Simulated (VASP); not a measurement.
A run of VASP 6.6.1 is set up as follows.

The input INCAR:

```
SYSTEM = TiAl3
ALGO = Fast
EDIFF = 1E-7
ENCUT = 520
GGA = PE
ISIF = 2
ISMEAR = 0
LASPH = .TRUE.
LCHARG = .TRUE.
LELF = .TRUE.
LREAL = .FALSE.
LVHAR = .TRUE.
LWAVE = .FALSE.
NBANDS = 18
NELM = 100
PREC = Accurate
SIGMA = 0.1
```

The input KPOINTS:

```
k-points
0
G
  4 4 4
  0 0 0
```

POSCAR

```
TiAl3
1.0
    3.9556712500      0.0000000000      0.0000000000
    0.0000000000      3.9556712500      0.0000000000
    0.0000000000      0.0000000000      3.9556712500
Ti Al
1 3
Direct
    0.0000000000      0.0000000000      0.0000000000
    0.5000000000      0.5000000000      0.0000000000
    0.5000000000      0.0000000000      0.5000000000
    0.0000000000      0.5000000000      0.5000000000
```

Potentials or basis: VASP PAW PBE potentials, release 64 (Ti_sv, Al).

Command:

```console
$ cat potpaw_PBE.64/Ti_sv/POTCAR potpaw_PBE.64/Al/POTCAR > POTCAR
$ mpirun -np 1 vasp_std > vasp.out
```

Q: Estimate the pressure.

A: 2.1 GPa.

Q: Estimate the band gap on the k mesh.

A: None (metal or under the smearing width).

Caveat: the k mesh is coarse (spacing up to 0.40 Å⁻¹), so the values aren't converged.
